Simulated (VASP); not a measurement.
The system is Ru.

```xyz
3
Lattice="4.2469 0.0000 0.0000 -2.1235 3.6779 0.0000 0.0000 0.0000 2.6034" Properties=species:S:1:pos:R:3 pbc="T T T"
Ru    0.0000    0.0000    0.0000
Ru    0.0000    2.4520    1.3017
Ru    2.1235    1.2260    1.3017
```

The cell was built by a generator and needn't be a form met in nature.

```yaml
Program: VASP 6.6.1
Task: relaxation of cell and atoms
Functional: revPBE
Potentials_or_basis: VASP PAW PBE potentials, release 64 (Ru_pv)
Cutoff: 600 eV
k_mesh: 9 × 9 × 12
Occupations: fermi-dirac, width 0.1 eV
Spin: no spin polarisation
```

At the start: pressure 15.9 GPa; volume 13.55 Å³/atom.

Where does the relaxation end?

Over 9 steps the energy falls by 40.1 meV/atom and the volume is 14.27 Å³/atom (+5.3 %); space group P6/mmm (No. 191, to 0.05 Å).

The path:
| step | energy change (eV) | largest force (eV/Å) | pressure (GPa) | volume (Å³) |
| --- | --- | --- | --- | --- |
| 1 | 0.0000 | 0.0000 | 15.93 | 40.66 |
| 2 | 0.4944 | 0.0000 | -27.24 | 49.10 |
| 3 | -0.1131 | 0.0000 | -1.61 | 43.01 |
| 4 | -0.1135 | 0.0000 | -0.87 | 42.89 |
| 5 | -0.1180 | 0.0000 | 0.67 | 42.73 |
| 6 | -0.1205 | 0.0000 | 0.05 | 42.79 |
| 7 | -0.1204 | 0.0000 | 0.10 | 42.79 |
| 8 | -0.1205 | 0.0000 | -0.20 | 42.83 |
| 9 | -0.1204 | 0.0000 | -0.01 | 42.80 |

Final structure:
```
CELL_PARAMETERS angstrom
4.28419 0.00000 0.00000
-2.14209 3.71022 0.00000
0.00000 0.00000 2.69270
ATOMIC_POSITIONS crystal
Ru 0.00000 0.00000 0.00000
Ru 0.33333 0.66667 0.50000
Ru 0.66667 0.33333 0.50000
```

Caveat: the PAW data sets were made with another functional, which shifts forces and pressure a little.
